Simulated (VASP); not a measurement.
# HfB2: single point with PBEsol

HfB2:

```xyz
3
Lattice="3.1400 0.0000 0.0000 -1.5700 2.7193 0.0000 0.0000 0.0000 3.4800" Properties=species:S:1:pos:R:3 pbc="T T T"
Hf    0.0187   -0.0103   -0.0103
B     1.5755    0.9342    1.7097
B    -0.0634    1.8359    1.6862
```

The cell isn't the ideal one: atoms moved at random, drawn with an rms of 0.05 Å.

```yaml
Program: VASP 6.6.1
Task: single point
Functional: PBEsol
Potentials_or_basis: VASP PAW PBE potentials, release 64 (Hf_pv, B)
Cutoff: 520 eV
k_mesh: 10 × 10 × 8
Occupations: fermi-dirac, width 0.05 eV
Spin: no spin polarisation
Ladder: free
Further_INCAR_settings: ALGO = Normal; EDIFF = 1e-07; NBANDS = 15
```

```yaml
Pressure: -3.6 GPa
Largest_force: 1.329 eV/Å
Band_gap_on_the_k_mesh: none (metal or under the smearing width)
```

Forces on the atoms (eV/Å):
```
Hf  -0.675  0.520 -0.478
B   -0.594 -0.399  0.101
B    1.269 -0.122  0.377
```

Stress tensor (GPa, compression positive):
```
-3.06 -0.26  0.48
-0.26 -3.55 -0.33
 0.48 -0.33 -4.28
```

Levels at points of the mesh, in eV from the Fermi level:
```
           k point  band 5  band 6  band 7  band 8  band 9  band 10  band 11  band 12
(0.00, 0.00, 0.00)   -3.12   -3.01   -2.57   -2.48    3.94     4.12     4.35     4.57
(0.50, 0.00, 0.00)   -8.79   -3.87   -3.33   -2.58    1.78     2.89     5.56     5.78
(0.00, 0.50, 0.00)   -8.92   -4.06   -3.42   -2.69    2.13     2.95     5.64     5.83
(0.50, 0.50, 0.00)   -8.97   -4.19   -3.46   -2.84    2.53     2.83     5.75     5.85
(0.00, 0.00, 0.50)   -8.28   -1.53   -0.70    0.17    0.71     1.06     1.09     2.29
(0.50, 0.00, 0.50)   -7.61   -4.79   -4.77   -2.40    4.04     4.22     6.33     7.24
(0.00, 0.50, 0.50)   -7.35   -4.84   -4.61   -2.57    3.96     4.23     6.33     7.19
(0.50, 0.50, 0.50)   -7.17   -4.93   -4.50   -2.68    3.99     4.29     6.34     7.21
```

Wall time 100 s on 1 thread of Intel(R) Xeon(R) Platinum 8488C (Sapphire Rapids), with other jobs on the host, peak memory 0.29 GiB.

Caveat: the PAW data sets were made with another functional, which shifts forces and pressure a little. Spin-orbit coupling is left out, which matters for the levels of Hf.
